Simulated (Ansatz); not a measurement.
Write the native input for Ansatz 0.2.0 that does the following.

- Task: single point
- Functional: PBE
- Potentials or basis: Ansatz PAW
- Cutoff: 420 eV (not typed: the program's choice for these potentials)
- k mesh: 13 × 13 × 13
- Occupations: gaussian, width 0.027 eV
- Spin: collinear spin, ferromagnetic start
- Starting moments: [1.0] μB

Ni:

```
CELL_PARAMETERS angstrom
0.00000 1.73757 1.73757
1.73757 0.00000 1.73757
1.73757 1.73757 0.00000
ATOMIC_POSITIONS crystal
Ni 0.00000 0.00000 0.00000
```

These files were run (other wordings do the same):

input.yaml

```yaml
crystal:
  lattice:
    - [0.0, 1.737572933, 1.737572933]
    - [1.737572933, 0.0, 1.737572933]
    - [1.737572933, 1.737572933, 0.0]
  atoms:
    - { symbol: Ni, position: [0.0, 0.0, 0.0], spin: 1.0 }
hamiltonian:
  xc: pbe
  pseudopotentials: { kind: paw }
magnetization:
  spin_polarized: true
kpoints:
  mp_grid: { grid: [13, 13, 13] }
scf:
  occupations: { method: gaussian, width: 0.027 }
output:
  forces: true
  stress: true
  eigenvalues: true
```

Potentials or basis: Ansatz PAW.

The run is started by

```bash
$ ansatz run input.yaml --threads 2 --pin off --max-ram 5632MiB --backend cpu --events-out ev --progress --plain --runs-dir out
```

It gave:

| Property | Result |
| --- | --- |
| Pressure | 8.0 GPa |
| Band gap on the k mesh | none (metal or under the smearing width) |
| Net moment | 0.64 μB per cell |
| Absolute moment | 0.72 μB per cell |
| Site moments | Ni +0.67 μB |

It took 1.5 s on 2 threads of Arm Neoverse V2, on a shared host, peak memory 0.26 GiB.
